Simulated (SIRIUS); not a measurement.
# SiC (Moissanite) under changes of volume

One of the cells (10.548 Å³/atom); the others are scaled copies at fixed shape and fractional positions:

```
CELL_PARAMETERS angstrom
3.09637 0.00000 0.00000
-1.54819 2.68154 0.00000
0.00000 0.00000 5.08143
ATOMIC_POSITIONS crystal
Si 0.66667 0.33333 0.50000
Si 0.33333 0.66667 0.00000
C 0.66667 0.33333 0.88500
C 0.33333 0.66667 0.38500
```

| Quantity | Value |
| --- | --- |
| Program | SIRIUS 7.12.0 |
| Functional | PBE |
| Potentials or basis | all-electron FP-LAPW |
| Cutoff | 325 eV |
| Basis | apw+lo standard |
| k mesh | 10 × 10 × 5 |
| Occupations | fermi-dirac, width 0.05 eV |
| Spin | no spin polarisation |

```tsv
volume (Å³/atom)	energy over the lowest point (meV/atom)	gap on the mesh (eV)
9.721	?	?
9.927	24.12	2.42
10.134	9.83	2.45
10.548	0.00	2.52
10.755	3.34	2.52
10.961	11.53	2.49
```

Problem. What does the run at 9.721 Å³/atom give?

Solution. Energy over the lowest point 45.56 meV/atom; gap on the mesh 2.38 eV.

Worked out: A Birch-Murnaghan fit of order 3 (a polynomial in V^(-2/3)) to the other rows has its minimum at 10.52 Å³/atom with B0 = V·E''(V) = 213 GPa and B' = 3.7 at fixed shape and positions, which overstates the stiffness. It gives 45.35 meV/atom at 9.721 Å³/atom, against the run's 45.56. A parabola through the other rows of the gap, of slope 3.93 eV per unit of ln V there, extrapolates to 2.34 eV, against the run's 2.38. The fit is too stiff a form for this range.

Energies are extrapolated to zero smearing.

Caveats: an odd mesh through Γ misses points on the zone boundary, where band edges often lie.
